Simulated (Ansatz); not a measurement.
# LiF: energy against volume in PBE, exact exchange and the RPA

An exercise on one series of results from a longer session: the logs are not shown, and one member is left open.

Code: Ansatz 0.2.0. PBE orbitals, norm-conserving pseudopotentials, plane waves. Computed at 0 K without zero-point motion; spin polarisation is off.

## The structure to begin with

The cell was relaxed beforehand with r2SCAN; volume changes: +0 %, -5 %, +5 %, -10 %, +10 %.

It is cubic, Fm-3m (No. 225); a = 3.990 Å in the conventional setting, 7.94 Å³ an atom. Li has 6 F at 1.99 Å; F has 6 Li at 1.99 Å.

Coordinates:

```xyz
2
Lattice="0.0000 1.9949 1.9949 1.9949 0.0000 1.9949 1.9949 1.9949 0.0000" Properties=species:S:1:pos:R:3 pbc="T T T"
Li    0.0000    0.0000    0.0000
F     1.9949    1.9949    1.9949
```

Set-up of the first run:

Contents of input.yaml:

```yaml
crystal:
  lattice:
    - [0.0, 1.9948691885, 1.9948691885]
    - [1.9948691885, 0.0, 1.9948691885]
    - [1.9948691885, 1.9948691885, 0.0]
  atoms:
    - { symbol: Li, position: [0.0, 0.0, 0.0] }
    - { symbol: F, position: [0.5, 0.5, 0.5] }
kpoints:
  mp_grid: { grid: [6, 6, 6] }
hamiltonian:
  xc: pbe
  pseudopotentials: { kind: nc }
scf:
  occupations: { method: fixed }
output:
  rpa_energy:
    ecut_chi_ladder: [317, 355, 394, 437, 480]
    long_wavelength: optical_limit
  write_density: true
  write_potential: true
  elf: true
  volumetric_format: npy
basis:
  ecutwfc: 1320.0
```

Steps of the session up to this table: The unscaled cell; Volume -5 %; Volume +5 %; Volume -10 %; Volume +10 %.

One table of the session follows, with a row left open; its other results are not shown here.

Energies in meV/atom from the unscaled cell:

| volume (Å³/atom) | PBE | exact exchange | EXX+RPA | RPA correlation |
| --- | --- | --- | --- | --- |
| 7.145 | 45.9 | 26.9 | 25.1 | -1.8 |
| 7.542 | ? | ? | ? | ? |
| 7.939 | 0.0 | 0.0 | 0.0 | 0.0 |
| 8.336 | -5.7 | 3.1 | 4.6 | 1.5 |
| 8.732 | -3.2 | 14.1 | 12.6 | -1.4 |

Estimate the missing values for volume (Å³/atom) = 7.542.

Worked estimate for «PBE». A straight line through the neighbours (7.145, 45.9) and (7.939, 0.0) gives 45.9 + (0.0 − 45.9) × (7.542 − 7.145) / (7.939 − 7.145) = 22.9; a parabola fitted to 3 rows on both sides gives 17.2.

**Answer.** PBE: 16.2; exact exchange: 6.9; EXX+RPA: 6.7; RPA correlation: -0.2. In «PBE» the line misses by +6.7 and the parabola by +1.0.

To keep in mind: The curve is too rough to resolve B₀ and B₀′ of EXX+RPA; its minimum, near 8.0 Å³/atom, is a rough guide.
